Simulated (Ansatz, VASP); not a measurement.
## Two plane-wave programs on SiC3

The input INCAR:

```
SYSTEM = SiC3
  PREC = Accurate
  ENCUT = 520
  EDIFF = 1E-6
  ISMEAR = 0
  SIGMA = 0.1
  LREAL = .FALSE.
  LASPH = .TRUE.
  NELM = 100
  ALGO = Normal
  ISIF = 2
  LWAVE = .FALSE.
  LCHARG = .TRUE.
  GGA = PE
  LELF = .TRUE.
  LVHAR = .TRUE.
  NBANDS = 16
```

File KPOINTS:

```
regular mesh
0
G
  6 6 4
  0 0 0
```

File POSCAR:

```
SiC3
1.0
    3.2405592200      0.0000000000      0.0000000000
   -1.6202796100      2.8064066000      0.0000000000
    0.0000000000      0.0000000000      4.9510651000
Si C
1 3
Direct
    0.0000000000      0.0000000000      0.0000000000
    0.0000000000      0.0000000000      0.7199185100
    0.0000000000      0.0000000000      0.2800814900
    0.6666666700      0.3333333300      0.5000000000
```

Input for Ansatz:

```yaml
crystal:
  lattice:
    - [3.24055922, 0.0, 0.0]
    - [-1.62027961, 2.8064066, 0.0]
    - [0.0, 0.0, 4.9510651]
  atoms:
    - { symbol: Si, position: [0.0, 0.0, 0.0] }
    - { symbol: C, position: [0.0, 0.0, 0.71991851] }
    - { symbol: C, position: [0.0, 0.0, 0.28008149] }
    - { symbol: C, position: [0.66666667, 0.33333333, 0.5] }
basis:
  ecutwfc: 420
kpoints:
  mp_grid: { grid: [6, 6, 4] }
hamiltonian:
  xc: pbe
scf:
  occupations: { method: gaussian, width: 0.1 }
  lower_state_search: "off"
output:
  forces: true
  stress: true
  eigenvalues: true
```

Alike in both runs: task single point; functional PBE; k mesh 6 × 6 × 4; occupations gaussian, width 0.1 eV; no spin polarisation.

|  | VASP | Ansatz |
| --- | --- | --- |
| version | VASP 6.6.1 | Ansatz 0.2.0 |
| potentials or method | VASP PAW PBE potentials, release 64 (Si, C) | scalar-relativistic, plane waves, PAW |
| plane-wave cutoff (eV) | 520 | 420 |
| valence electrons in the cell | 16 | 16 |

|  | VASP | Ansatz | Ansatz less VASP |
| --- | --- | --- | --- |
| gap on the k mesh at the Fermi level (eV) | none | none | - |
| rms of the force components (eV/Å) | 10.268 | 10.384 | +0.1167 |

Atom by atom the forces differ by 0.117 eV/Å (rms over components). A gap of «none» marks a metal or a gap that the smearing closes. With one functional, cell and mesh, what is left measures potentials, basis and numerics.

Caveats: the k mesh is coarse (spacing up to 0.37 Å⁻¹), so the values aren't converged; forces of over 1 eV/Å show positions far from the minimum, so gaps and moduli don't describe the material at rest.
